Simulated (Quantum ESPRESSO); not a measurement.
**MgTe in Quantum ESPRESSO: the effect of functional**

Slab: MgTe, a slab with vacuum.

```
Te Mg
1.0
     4.57074    0.00000    0.00000
    -2.28537    3.95837    0.00000
     0.00000    0.00000   23.39698
Te Mg
3 3
Direct
  0.00000 0.00000 0.32055
  0.33333 0.66667 0.48006
  0.66667 0.33333 0.63957
  0.33333 0.66667 0.36043
  0.66667 0.33333 0.51994
  0.00000 0.00000 0.67945
```

Alike in all runs:

* Program: Quantum ESPRESSO 7.5
* Task: work function
* Potentials or basis: SG15 PBE 1.2
* Cutoff: 952 eV
* Density cutoff: 3810 eV
* k mesh: 5 × 5 × 1
* Occupations: fermi-dirac, width 0.05 eV
* Spin: no spin polarisation

```tsv
functional	largest force (eV/Å)	work function (eV)
LDA	0.75	2.71
PBEsol	0.77	2.57
PBE	?	?
RPBE	0.85	2.44
revPBE	0.84	2.43
AM05	0.81	2.44
PW91	0.82	2.55
```

What does the run with functional PBE give?

Largest force 0.81 eV/Å; work function 2.53 eV.

Caveats: the potentials were made for another functional, which shifts forces and pressure (some runs).
